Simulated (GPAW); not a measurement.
Crystal: Sb.

```
Sb
1.0
     2.15420    1.24373    3.75800
    -2.15420    1.24373    3.75800
     0.00000   -2.48746    3.75800
Sb
2
Direct
  0.76651 0.76651 0.76651
  0.23349 0.23349 0.23349
```

```yaml
Program: GPAW 26.7.0
Task: relaxation of cell and atoms
Functional: LDA
Potentials_or_basis: the program's PAW data sets (release 1.2.1) made for this functional
Cutoff: 600 eV
Basis: pw
k_mesh: 5 × 5 × 5
Occupations: fermi-dirac, width 0.05 eV
Spin: no spin polarisation
```

At the start: pressure -1.6 GPa; volume 30.21 Å³/atom.

Problem. How do energy, volume and symmetry change on relaxing?

Solution. Over 5 steps the energy falls by 6.3 meV/atom and the volume is 29.20 Å³/atom (-3.3 %); space group R-3m (No. 166, to 0.05 Å).

The path:
| step | energy change (eV) | largest force (eV/Å) | pressure (GPa) | volume (Å³) |
| --- | --- | --- | --- | --- |
| 1 | 0.0000 | 0.1307 | -1.61 | 60.41 |
| 2 | -0.0041 | 0.0805 | -1.21 | 60.02 |
| 3 | -0.0095 | 0.0698 | 0.05 | 58.85 |
| 4 | -0.0099 | 0.0663 | 0.06 | 58.81 |
| 5 | -0.0127 | 0.0003 | 0.04 | 58.40 |

Final structure:
```
CELL_PARAMETERS angstrom
2.15000 1.24130 3.64702
-2.15000 1.24130 3.64702
0.00000 -2.48260 3.64702
ATOMIC_POSITIONS crystal
Sb 0.76594 0.76594 0.76594
Sb 0.23406 0.23406 0.23406
```

Caveat: later steps reuse the first step's grids.
